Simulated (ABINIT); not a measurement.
P:

```xyz
4
Lattice="1.6477 -5.4650 0.0000 1.6477 5.4650 0.0000 0.0000 0.0000 4.5436" Properties=species:S:1:pos:R:3 pbc="T T T"
P     1.6477   -4.4173    2.6754
P     1.6477    4.4173    1.8683
P     1.6477   -1.0477    0.4035
P     1.6477    1.0477    4.1401
```

Base run:

```yaml
Program: ABINIT 10.8.3 (patched build)
Functional: PBE
Potentials_or_basis: PseudoDojo NC SR PBE v0.4.1 standard
Cutoff: 490 eV
k_mesh: 6 × 6 × 4
Occupations: fermi-dirac, width 0.05 eV
Spin: no spin polarisation
```

Its results: band gap on the k mesh 0.09 eV, direct; pressure 2.1 GPa; largest force 0.359 eV/Å.

**Question.** After a change of settings the same cell gave: band gap on the k mesh none (metal or under the smearing width); pressure -2.3 GPa; largest force 0.186 eV/Å. Which change was it?
A. functional from PBE to PBEsol; potentials or basis from PseudoDojo NC SR PBE v0.4.1 standard to PseudoDojo NC SR PBEsol v0.4.1 standard
B. functional from PBE to revPBE; cutoff from 490 eV to 599 eV
C. functional from PBE to LDA; potentials or basis from PseudoDojo NC SR PBE v0.4.1 standard to PseudoDojo NC SR LDA v0.4.1 standard
D. functional from PBE to r2SCAN; cutoff from 490 eV to 517 eV

**Answer.** C.

Caveats: the cutoff is short for stress, so the pressure is rough.
